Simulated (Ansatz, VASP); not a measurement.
TiH2 in VASP and in Ansatz

```xyz
6
Lattice="3.2090 0.0000 0.0000 0.0000 3.2090 0.0000 0.0000 0.0000 4.0153" Properties=species:S:1:pos:R:3 pbc="T T T"
Ti    0.0000    0.0000    0.0000
Ti    1.6045    1.6045    2.0077
H     1.6045    0.0000    1.0038
H     0.0000    1.6045    1.0038
H     0.0000    1.6045    3.0115
H     1.6045    0.0000    3.0115
```

Change from the starting cell: uniaxial strain along c, a, b and atoms relaxed: -3.0 %.

Alike in both runs: functional PBEsol; k mesh 12 × 12 × 8; occupations gaussian, width 0.1 eV; no spin polarisation.

Ansatz relaxed the structure, and its values are those at the end. VASP's run is a single point on that final structure, the one shown.

|  | VASP | Ansatz |
| --- | --- | --- |
| version | VASP 6.6.1 | Ansatz 0.2.0 |
| potentials or method | VASP PAW PBE potentials, release 64 (Ti_sv, H) | scalar-relativistic, plane waves, PAW |
| plane-wave cutoff (eV) | 520 | 420 |
| valence electrons in the cell | 28 | 28 |

Ansatz gave:

| Property | Result |
| --- | --- |
| gap on the k mesh at the Fermi level (eV) | none |
| pressure (GPa) | 1.0 |

Q: What did VASP give for the same quantities?

A: gap on the k mesh at the Fermi level (eV): none; pressure (GPa): 0.9.

A gap of «none» marks a metal or a gap that the smearing closes.

Caveats: the PAW data sets were made with another functional, which shifts forces and pressure a little (VASP).
